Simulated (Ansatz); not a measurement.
Runs of Ansatz 0.2.0 on AlO. Symmetry: Pm-3m, No. 221, cubic system. The conventional cell has a = 2.769 Å, b = 2.769 Å, c = 2.769 Å, α = 90.00°, β = 90.00°, γ = 90.00°. Al (site symmetry m-3m) is surrounded by 8 O at 2.40 Å. O (site symmetry m-3m) has 8 Al at 2.40 Å as nearest neighbours. The cell was built by a generator and needn't be a form met in nature.

| task | level | potentials or basis | cell | cutoff (eV) | gap on the mesh (eV) | pressure (GPa) | relaxed volume (Å³/atom) |
| --- | --- | --- | --- | --- | --- | --- | --- |
| relaxation of cell and atoms | RPBE | Ansatz PAW | relaxed | 420 | none | 0.0 | (a) |
| relaxation of cell and atoms | BLYP | Ansatz PAW | relaxed | 420 | none | 0.0 | 11.01 |
| relaxation of cell and atoms | PBE | Ansatz PAW | relaxed | 420 | none | 0.0 | 10.62 |
| relaxation of cell and atoms | r2SCAN | Ansatz PAW | relaxed | 500 | none | 0.0 | 10.32 |

Alike in all rows: no spin polarisation; k mesh 10 × 10 × 10; smearing fermi-dirac 0.05 eV.

**Question.** Fill in the values left out.

**Answer.** (a) 10.88.

Caveats: the plane-wave basis is chosen anew once the cell has moved, so the energies of steps on either side of that aren't comparable; an odd number of electrons without spin polarisation forces a metal; a magnetic or distorted state may lie lower; the PAW data sets come from PBE, with cores solved anew for the run's functional, which leaves a small shift of forces and pressure (some runs); the potentials were made for another functional, which shifts forces and pressure (some runs).

A k mesh can miss the band edges.

A gap of «none» marks a metal or a gap under the smearing width.

Not every run made on this cell is shown here.
